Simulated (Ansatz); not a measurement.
Born–Oppenheimer molecular dynamics of a periodic cell of 49 atoms, Si$_{16}$O$_{33}$ (host SiO2, host structure C2/c, interstitial O). It starts from a partly relaxed structure (largest force component 0.07 eV/Å).

Method: DFT LDA, scalar-relativistic, plane waves, PAW in Ansatz. Settings: accuracy low, PAW set soft_1, cutoff 420 eV, k mesh 1x1x1, fermi-dirac smearing 0.05 eV, spin collinear.

```json
{
  "ensemble": "NVT, Langevin thermostat",
  "time step": "1 fs",
  "steps asked": "300",
  "set temperature": "600 K",
  "friction": "0.05 /fs",
  "seed": "869529"
}
```

Frames 1 fs apart, positions in Å.

Velocities at 180.0 fs (Å/ps):

```
Si 6.55 -1.15 -4.13
Si -5.96 -3.89 2.52
Si 4.21 1.20 6.27
Si 7.62 -1.94 0.02
O -1.69 -1.16 1.11
O -1.49 8.92 6.01
O -5.37 1.86 7.10
O 5.40 0.06 2.26
O 5.08 -5.62 0.27
O -3.87 3.80 -11.36
O -6.60 -3.56 -5.07
O 0.05 0.19 -4.52
Si -7.35 2.71 9.73
Si -5.08 8.71 6.07
Si -1.77 6.80 -0.96
Si -0.50 2.62 -0.25
O 7.96 4.05 6.71
O -0.47 -6.63 1.37
O 6.60 6.51 -1.45
O -8.53 4.57 11.89
O -2.90 -4.32 4.18
O 3.23 -6.51 -0.49
O 6.70 2.26 -7.10
O 0.62 -8.83 10.61
Si 7.24 3.07 -0.11
Si 8.47 4.80 -2.40
Si -4.14 4.02 3.84
Si 0.12 0.15 2.10
O 5.47 -12.65 0.62
O 8.21 2.29 -6.63
O 5.58 15.84 -8.24
O -10.26 -3.46 -2.15
O -2.63 -7.22 6.77
O -4.45 2.65 -4.92
O 3.21 -6.32 5.61
O 1.69 7.93 -13.61
Si -4.55 2.65 -3.70
Si -1.18 1.57 -6.28
Si -1.14 6.54 -8.53
Si -3.32 -4.57 5.87
O -12.68 5.81 0.92
O -3.23 2.29 4.19
O -8.11 7.19 -5.49
O -3.41 7.27 -3.44
O 12.61 7.66 -11.26
O -1.86 -8.28 -5.88
O -5.17 -9.13 -8.31
O -13.41 -7.91 9.33
O -1.17 16.07 -0.50
```

```xyz
49
Lattice="-11.1032 0.0000 0.0000 0.0000 -7.8989 0.0000 -3.7716 0.0000 9.2120" Properties=species:S:1:pos:R:3 time_fs=180.0 energy_less_start_eV=3.353 T=820
Si -5.692 -2.737 3.712
Si -8.611 -3.314 3.198
Si -7.397 -5.007 0.935
Si -4.393 -4.745 1.643
O -0.527 -1.049 1.011
O -1.177 -6.443 3.453
O -8.289 -4.543 2.247
O -3.632 -4.022 0.365
O -4.863 -3.247 2.452
O -9.084 -3.636 4.708
O -3.582 -5.445 2.792
O -2.798 -1.647 -0.056
Si -7.379 -2.840 8.495
Si -10.247 -3.183 7.838
Si -9.184 -5.012 5.616
Si -6.293 -4.584 6.159
O -2.585 -1.826 5.962
O -3.131 -6.505 8.351
O -9.897 -4.596 6.894
O -5.769 -3.832 4.833
O -6.697 -3.265 7.150
O -11.094 -3.681 9.127
O -5.112 -5.382 6.829
O -4.952 -1.416 4.501
Si -10.920 -7.164 3.988
Si -2.759 -6.816 3.220
Si -1.999 -0.453 0.640
Si -10.144 -1.028 1.680
O -5.911 -5.356 1.455
O -7.204 -2.550 3.237
O -2.818 -0.042 1.999
O -9.123 -0.759 0.498
O -10.045 -7.662 2.761
O -3.096 -7.465 4.705
O -9.723 -2.324 2.528
O -8.111 -6.164 0.196
Si -12.855 -7.306 8.729
Si -4.555 -6.654 7.610
Si -3.784 -0.809 5.486
Si -12.156 -1.146 6.288
O -7.576 -5.415 5.791
O -8.953 -2.344 8.192
O -4.491 -0.156 6.779
O -11.455 -0.499 4.967
O -12.144 -7.781 7.353
O -5.702 -7.046 8.797
O -11.203 -2.274 6.949
O -9.861 -6.104 4.678
O -7.887 -5.987 9.633
49
Lattice="-11.1032 0.0000 0.0000 0.0000 -7.8989 0.0000 -3.7716 0.0000 9.2120" Properties=species:S:1:pos:R:3 time_fs=181.0 energy_less_start_eV=3.293 T=713
Si -5.686 -2.737 3.708
Si -8.615 -3.317 3.201
Si -7.392 -5.005 0.940
Si -4.387 -4.747 1.642
O -0.528 -1.050 1.012
O -1.178 -6.436 3.459
O -8.294 -4.541 2.255
O -3.626 -4.023 0.368
O -4.858 -3.253 2.451
O -9.087 -3.630 4.698
O -3.586 -5.450 2.788
O -2.798 -1.646 -0.059
Si -7.387 -2.837 8.503
Si -10.253 -3.175 7.845
Si -9.185 -5.006 5.615
Si -6.294 -4.581 6.158
O -2.578 -1.821 5.969
O -3.131 -6.511 8.354
O -9.893 -4.590 6.895
O -5.777 -3.830 4.845
O -6.701 -3.269 7.155
O -11.090 -3.688 9.126
O -5.106 -5.380 6.822
O -4.953 -1.425 4.511
Si -10.912 -7.161 3.988
Si -2.751 -6.810 3.217
Si -2.004 -0.450 0.644
Si -10.145 -1.029 1.683
O -5.906 -5.367 1.455
O -7.196 -2.548 3.231
O -2.814 -0.029 1.992
O -9.133 -0.762 0.496
O -10.048 -7.670 2.769
O -3.100 -7.464 4.700
O -9.721 -2.332 2.534
O -8.110 -6.159 0.184
Si -12.860 -7.303 8.725
Si -4.557 -6.652 7.604
Si -3.785 -0.803 5.477
Si -12.160 -1.150 6.293
O -7.588 -5.409 5.794
O -8.957 -2.341 8.195
O -4.498 -0.150 6.776
O -11.458 -0.492 4.962
O -12.130 -7.774 7.342
O -5.703 -7.055 8.790
O -11.209 -2.282 6.942
O -9.875 -6.112 4.687
O -7.888 -5.972 9.632
49
Lattice="-11.1032 0.0000 0.0000 0.0000 -7.8989 0.0000 -3.7716 0.0000 9.2120" Properties=species:S:1:pos:R:3 time_fs=182.0 energy_less_start_eV=3.250 T=706
Si -5.679 -2.736 3.705
Si -8.618 -3.319 3.203
Si -7.386 -5.003 0.945
Si -4.382 -4.747 1.640
O -0.528 -1.050 1.012
O -1.179 -6.431 3.464
O -8.298 -4.538 2.263
O -3.619 -4.026 0.373
O -4.855 -3.259 2.450
O -9.092 -3.625 4.690
O -3.589 -5.457 2.788
O -2.798 -1.645 -0.062
Si -7.396 -2.832 8.508
Si -10.258 -3.170 7.852
Si -9.186 -5.002 5.612
Si -6.295 -4.577 6.155
O -2.571 -1.814 5.977
O -3.129 -6.515 8.357
O -9.890 -4.583 6.900
O -5.787 -3.829 4.855
O -6.704 -3.275 7.159
O -11.088 -3.695 9.125
O -5.098 -5.380 6.817
O -4.954 -1.433 4.522
Si -10.904 -7.157 3.987
Si -2.745 -6.805 3.213
Si -2.010 -0.446 0.646
Si -10.147 -1.030 1.686
O -5.903 -5.377 1.456
O -7.190 -2.546 3.224
O -2.810 -0.021 1.986
O -9.142 -0.764 0.494
O -10.050 -7.681 2.775
O -3.105 -7.465 4.695
O -9.720 -2.341 2.541
O -8.109 -6.157 0.176
Si -12.865 -7.299 8.721
Si -4.561 -6.649 7.599
Si -3.786 -0.797 5.466
Si -12.164 -1.153 6.296
O -7.598 -5.403 5.798
O -8.963 -2.338 8.198
O -4.506 -0.145 6.774
O -11.461 -0.486 4.957
O -12.116 -7.771 7.332
O -5.703 -7.064 8.784
O -11.216 -2.289 6.935
O -9.888 -6.122 4.694
O -7.887 -5.957 9.631
49
Lattice="-11.1032 0.0000 0.0000 0.0000 -7.8989 0.0000 -3.7716 0.0000 9.2120" Properties=species:S:1:pos:R:3 time_fs=183.0 energy_less_start_eV=3.213 T=765
Si -5.670 -2.735 3.703
Si -8.622 -3.319 3.204
Si -7.381 -5.000 0.950
Si -4.378 -4.745 1.640
O -0.531 -1.049 1.013
O -1.182 -6.426 3.467
O -8.303 -4.535 2.272
O -3.611 -4.029 0.378
O -4.851 -3.264 2.450
O -9.099 -3.620 4.686
O -3.592 -5.466 2.788
O -2.799 -1.640 -0.066
Si -7.408 -2.825 8.513
Si -10.264 -3.167 7.860
Si -9.187 -4.998 5.606
Si -6.296 -4.571 6.154
O -2.566 -1.807 5.986
O -3.128 -6.519 8.359
O -9.888 -4.574 6.907
O -5.799 -3.829 4.864
O -6.706 -3.281 7.161
O -11.086 -3.704 9.123
O -5.089 -5.382 6.813
O -4.956 -1.441 4.534
Si -10.898 -7.153 3.988
Si -2.740 -6.798 3.209
Si -2.014 -0.442 0.649
Si -10.150 -1.030 1.690
O -5.902 -5.385 1.457
O -7.188 -2.543 3.218
O -2.807 -0.013 1.982
O -9.151 -0.763 0.494
O -10.050 -7.694 2.777
O -3.111 -7.464 4.688
O -9.720 -2.351 2.549
O -8.108 -6.156 0.167
Si -12.868 -7.296 8.715
Si -4.567 -6.647 7.594
Si -3.788 -0.792 5.454
Si -12.167 -1.155 6.300
O -7.607 -5.399 5.801
O -8.970 -2.336 8.202
O -4.514 -0.140 6.772
O -11.463 -0.480 4.953
O -12.104 -7.769 7.323
O -5.704 -7.074 8.777
O -11.223 -2.298 6.927
O -9.901 -6.131 4.700
O -7.886 -5.944 9.628
```

Of the whole run (300 fs, mean temperature of the second half 601 K): A run of 0.3 ps of so small a system gives no equilibrium averages. Limits of this set-up: coarse k mesh, PAW files made for another functional, low accuracy level.

Run time: 23 min on 4 threads of Arm Neoverse V2 (shared host), peak memory 1 GiB.
